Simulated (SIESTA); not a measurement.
Crystal: SnSe.

```
CELL_PARAMETERS angstrom
11.42000 0.00000 0.00000
0.00000 4.19000 0.00000
0.00000 0.00000 4.46000
ATOMIC_POSITIONS crystal
Sn 0.87700 0.75000 0.90900
Sn 0.62300 0.25000 0.40900
Sn 0.37700 0.75000 0.59100
Sn 0.12300 0.25000 0.09100
Se 0.64300 0.75000 0.98400
Se 0.85700 0.25000 0.48400
Se 0.14300 0.75000 0.51600
Se 0.35700 0.25000 0.01600
```

```yaml
Program: SIESTA 5.4.2
Task: single point
Functional: PBE
Potentials_or_basis: PseudoDojo 0.4 standard (PBE files)
Basis: DZP (energy shift 0.003 Ry; two zetas on semicore shells)
Grid_cutoff: 500 Ry
Energy_shift: 0.003 Ry
k_mesh: 3 × 6 × 6
Occupations: fermi-dirac, width 0.05 eV
Spin: no spin polarisation
```

On this cell: pressure 4.0 GPa; largest force 0.727 eV/Å; band gap on the k mesh 0.55 eV, indirect (least direct gap 0.70 eV).

The same run follows on a disturbed copy (atoms moved at random, drawn with an rms of 0.05 Å):

```
Sn Se
1.0
    11.42000    0.00000    0.00000
     0.00000    4.19000    0.00000
     0.00000    0.00000    4.46000
Sn Se
4 4
Cartesian
  9.9961 3.1431 4.0582
  7.1440 1.0290 1.8334
  4.2581 3.1391 2.6520
  1.4453 1.1000 0.3812
  7.3635 3.1976 4.4100
  9.7741 1.0875 2.1606
  1.6325 3.1615 2.2706
  4.1168 0.9694 0.0521
```

Question: What does the disturbed cell give?

Answer: The energy moves by +18.9 meV/atom; pressure 4.7 GPa; largest force 1.157 eV/Å; band gap on the k mesh 0.60 eV, indirect (least direct gap 0.73 eV).

Forces in eV/Å, atoms in the order of the input:
```
Sn   0.934  0.087  0.159
Sn  -1.028  0.180  0.243
Sn   1.083 -0.212 -0.347
Sn  -0.773 -0.082 -0.203
Se  -0.676 -0.216 -0.271
Se   0.786 -0.065 -0.153
Se  -0.724 -0.008  0.223
Se   0.397  0.317  0.352
```

Stress tensor (GPa, compression positive):
```
7.47 0.08 0.03
0.08 3.54 0.70
0.03 0.70 3.19
```

Caveats: spin-orbit coupling is left out, which moves the levels of the heavy elements; an odd mesh through Γ misses points on the zone boundary, where band edges often lie; the basis of atomic orbitals isn't converged, which shifts pressures, moduli and gaps.
